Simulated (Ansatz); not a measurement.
# CuI: a single-point run

Wanted: a converged single-point run for CuI, and a check of what comes out. The structure is shown as the input types it. The cell is built on a prototype (rocksalt) and needn't be the phase found in nature.

Program: Ansatz 0.2.0. Level of theory: density functional or hybrid calculation with the settings of its input, plane waves (as first typed). These are calculated values, not measurements.

## 1. The structure to begin with

It takes space group Fm-3m (No. 225, cubic). Conventional cell: a = 5.712 Å, b = 5.712 Å, c = 5.712 Å, α = 90.00°, β = 90.00°, γ = 90.00°. Cu (site symmetry m-3m) has 6 I at 2.86 Å as nearest neighbours. I (site symmetry m-3m) is surrounded by 6 Cu at 2.86 Å.

Structure file:

```
CELL_PARAMETERS angstrom
0.00000 2.85611 2.85611
2.85611 0.00000 2.85611
2.85611 2.85611 0.00000
ATOMIC_POSITIONS crystal
Cu 0.00000 0.00000 0.00000
I 0.50000 0.50000 0.50000
```

## 2. The run

input.yaml

```yaml
crystal:
  lattice:
    - [0.0, 2.8561104037, 2.8561104037]
    - [2.8561104037, 0.0, 2.8561104037]
    - [2.8561104037, 2.8561104037, 0.0]
  atoms:
    - { symbol: Cu, position: [0.0, 0.0, 0.0] }
    - { symbol: I, position: [0.5, 0.5, 0.5] }
kpoints:
  mp_grid: { grid: [4, 4, 4] }
hamiltonian:
  xc: hse06
scf:
  occupations: { method: fermi_dirac, width: 0.02 }
  n_extra_bands: 4
  exx: { q_mesh: [5, 5, 5] }
output:
  forces: true
  stress: true
  eigenvalues: true
```

Run with:

```bash
$ ansatz run input.yaml --threads 4 --pin off --max-ram 3686MiB --backend cpu --events-out ev --progress --plain --runs-dir out
```

What happens when this is run?

Nothing was computed: the input was turned down at the start. Its message: «invalid value for `scf.exx.q_mesh`: must divide elementwise kpoints.mp_grid.grid»

The suspect setting: scf.exx.q_mesh is [5, 5, 5]. The k-point mesh is ill-defined.

Remedy: delete scf.exx.q_mesh.
